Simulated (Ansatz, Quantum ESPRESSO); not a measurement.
This is a calculation of Pt for Ansatz 0.2.0. 

File input.yaml:

```yaml
crystal:
  lattice:
    - [0.0, 1.9609, 1.9609]
    - [1.9609, 0.0, 1.9609]
    - [1.9609, 1.9609, 0.0]
  atoms:
    - { symbol: Pt, position: [0.0, 0.0, 0.0] }
kpoints:
  mp_grid: { grid: [12, 12, 12] }
scf:
  occupations: { method: fermi_dirac, width: 0.05 }
hamiltonian:
  xc: pbesol
  dispersion: d3bj
  pseudopotentials: { kind: all_electron, lapw: { basis_error: 0.001 } }
output:
  forces: true
  stress: true
relax:
  f_tol: 0.02
  max_steps: 60
  cell: {}
```

Potentials or basis: all-electron LAPW, scalar-relativistic.

Run with:

```sh
$ ansatz run input.yaml --threads 1 --pin off --max-ram 3072MiB --backend cpu --events-out ev --progress --plain --runs-dir out
```

Problem. What does the same run look like in Quantum ESPRESSO 7.5 (ASE script)? Potentials or basis there: GBRV 1.5 PBEsol, cutoff 612 eV.

Solution. As run (cutoffs and basis follow the program's own potentials, and thresholds, step limits or extra output files can differ):

File run.py:

```python
import numpy as np
from ase.calculators.espresso import Espresso, EspressoProfile
from ase.io import read

atoms = read('Pt.cif')

input_data = {
    'control': {'calculation': 'scf', 'prefix': 'pwscf', 'outdir': './tmp', 'tprnfor': True, 'tstress': True, 'disk_io': 'low'},
    'system': {'ecutwfc': 45.0, 'ecutrho': 360.0, 'nbnd': 14, 'occupations': 'smearing', 'smearing': 'fd', 'degauss': 0.00367493, 'vdw_corr': 'grimme-d3', 'dftd3_version': 4},
    'electrons': {'conv_thr': 2e-10, 'electron_maxstep': 120, 'mixing_beta': 0.5},
}
pseudopotentials = {'Pt': 'pt_pbesol_v1.4.uspp.F.UPF'}
profile = EspressoProfile(command='mpirun -n 2 pw.x -nk 2', pseudo_dir='pseudo')
dft = Espresso(profile=profile, input_data=input_data, pseudopotentials=pseudopotentials, kpts=(12, 12, 12), koffset=(0, 0, 0))
atoms.calc = dft

from ase.optimize import LBFGS
from ase.filters import FrechetCellFilter
done = LBFGS(FrechetCellFilter(atoms), trajectory='opt.traj').run(fmax=0.02, steps=30)
print('converged', done)
print('cell (A)', np.round(atoms.cell.cellpar(), 5))
print(f'energy {atoms.get_potential_energy():.8f} eV')
print('forces (eV/A)')
print(np.round(atoms.get_forces(), 6))
print('stress (eV/A^3, Voigt)')
print(np.round(atoms.get_stress(), 8))
print(f'Fermi level {dft.get_fermi_level():.4f} eV')
```

The input Pt.cif:

```cif
data_Pt
_cell_length_a 2.77313137
_cell_length_b 2.77313137
_cell_length_c 2.77313137
_cell_angle_alpha 60.00000000
_cell_angle_beta 60.00000000
_cell_angle_gamma 60.00000000
_space_group_name_H-M_alt 'P1'
_space_group_name_Hall 'P 1'
_space_group_IT_number 1
loop_
_space_group_symop_operation_xyz
'x,y,z'
loop_
_atom_site_label
_atom_site_type_symbol
_atom_site_symmetry_multiplicity
_atom_site_Wyckoff_symbol
_atom_site_fract_x
_atom_site_fract_y
_atom_site_fract_z
_atom_site_occupancy
Pt1 Pt 1 a 0.0000000000 0.0000000000 0.0000000000 1
```

Potentials or basis: GBRV 1.5 PBEsol.

The run is started by

```sh
$ OMP_NUM_THREADS=1 python run.py
```

Both were run:

|  | Ansatz | Quantum ESPRESSO |
| --- | --- | --- |
| Relaxed volume | 14.63 Å³/atom | 14.70 Å³/atom |
| Relaxed cell | a = 2.746 Å, b = 2.746 Å, c = 2.746 Å, α = 60.00°, β = 60.00°, γ = 60.00° | a = 2.750 Å, b = 2.750 Å, c = 2.750 Å, α = 60.00°, β = 60.00°, γ = 60.00° |
| Space group after relaxing | Fm-3m (No. 225) | Fm-3m (No. 225) |
| Pressure after relaxing | 0.0 GPa | -0.1 GPa |

Where Ansatz's input types no cutoff or centring, it takes its own default and a Γ-centred mesh.

Pressure is positive in compression.
